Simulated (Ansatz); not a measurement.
A plane-wave DFT run in Ansatz 0.2.0 (scalar-relativistic PAW potentials unless the input names others): input and command.

```yaml
crystal:
  lattice:
    - [0.0, 2.7911946896, 2.7911946896]
    - [2.7911946896, 0.0, 2.7911946896]
    - [2.7911946896, 2.7911946896, 0.0]
  atoms:
    - { symbol: Pb, position: [0.0, 0.0, 0.0] }
    - { symbol: O, position: [0.25, 0.25, 0.25] }
    - { symbol: O, position: [0.75, 0.75, 0.75] }
basis:
  ecutwfc: 420
kpoints:
  mp_grid: { grid: [14, 14, 14] }
hamiltonian:
  xc: pbe
scf:
  occupations: { method: gaussian, width: 0.1 }
  n_extra_bands: 4
output:
  forces: true
  eigenvalues: true
  stress: true
```

```bash
ansatz run input.yaml --threads 1 --pin off --max-ram 2560MiB --backend cpu --events-out ev --progress --plain --runs-dir out
```

Abridged log:
```
Basis set: ecut = 420 eV, 869 PW (Γ), exchange–correlation on 54×54×54 points (8 copies of the dense FFT grid, shifted against one another)
Bands: 17, of which v1, the nominal top of the filled ones, is band 13 counted from 1 (12 counted from 0)
Symmetry: 48 space group operations
k-points: 104 of 2744
SCF iter   1: F=—  HF=-13038.268905 eV  |F-HF|=—  |Δ(HF+E_count)|=         —  Δρ=2.82e-3  dr2=2.87e-3  ethr=1.77e-3  ⟨swp⟩=5.8  Hψ=9056  notcnv=0
SCF iter   2: F=—  HF=-13038.266579 eV  |F-HF|=—  |Δ(HF+E_count)|=   2.33e-3  Δρ=1.72e-3  dr2=1.07e-3  ethr=1.10e-5  ⟨swp⟩=2.4  Hψ=3717  notcnv=0
SCF iter   3: F=—  HF=-13038.266668 eV  |F-HF|=—  |Δ(HF+E_count)|=   8.91e-5  Δρ=9.92e-4  dr2=3.12e-4  ethr=4.13e-6  ⟨swp⟩=2.0  Hψ=2908  notcnv=0
SCF iter   4: F=—  HF=-13038.266579 eV  |F-HF|=—  |Δ(HF+E_count)|=   8.87e-5  Δρ=2.49e-4  dr2=1.82e-5  ethr=1.20e-6  ⟨swp⟩=2.1  Hψ=2360  notcnv=0
SCF iter   5: F=—  HF=-13038.266585 eV  |F-HF|=—  |Δ(HF+E_count)|=   5.54e-6  Δρ=9.01e-5  dr2=5.35e-6  ethr=7.01e-8  ⟨swp⟩=2.3  Hψ=3183  notcnv=0
SCF iter   6: F=—  HF=-13038.266585 eV  |F-HF|=—  |Δ(HF+E_count)|=   2.18e-8  Δρ=4.12e-5  dr2=9.75e-7  ethr=2.06e-8  ⟨swp⟩=2.4  Hψ=3087  notcnv=0
SCF iter   7: F=-13038.266586 eV  HF=-13038.266585 eV  |F-HF|=1.65e-7  |Δ(HF+E_count)|=   4.45e-7  Δρ=1.22e-5  dr2=9.54e-8  ethr=3.85e-10  ⟨swp⟩=4.2  Hψ=8822  notcnv=0
SCF 1 converged in 7 iterations: F = -13038.266586 eV  dr2 = 9.54e-8
SCF converged after 7 iterations
Free energy (F): -13038.266586 eV
Harris-Foulkes:  -13038.266585 eV  (|F-HF|=1.65e-7)
Internal energy: -13038.262189 eV  (E = F + TS)
E sigma→0 (E₀):  -13038.264387 eV
Entropy (-TS):   -0.004396 eV (-1.465 meV/atom)
Fermi energy:    8.066198 eV
--- Forces (eV/Å), atoms counted from 1 ---
  atom   1  Pb     0.00000000     0.00000000     0.00000000
  atom   2  O      0.00000000     0.00000000     0.00000000
  atom   3  O      0.00000000     0.00000000     0.00000000
--- Stress (GPa, compression-positive) ---
       -9.874418       0.000000       0.000000
        0.000000      -9.874418       0.000000
        0.000000       0.000000      -9.874418
  P = ⅓ Tr σ = -9.8744 GPa (-98.744 kbar)
```

Apart from outputs, the input differs from a reference run on usual settings in scf.n_extra_bands: not typed → 4. The reference, at the same geometry (not necessarily relaxed), gave pressure -9.87 GPa, largest force 0.000 eV/Å, no gap on the mesh. This run converged in 7 SCF iterations (reference: 7) with an energy at zero smearing within 0.01 meV/atom of the reference's, pressure -9.87 GPa, largest force 0.000 eV/Å, no gap on the mesh.

It took 3.5 s on 1 thread of Intel(R) Xeon(R) Platinum 8488C (Sapphire Rapids), with other jobs on the host, peak memory 0.41 GiB.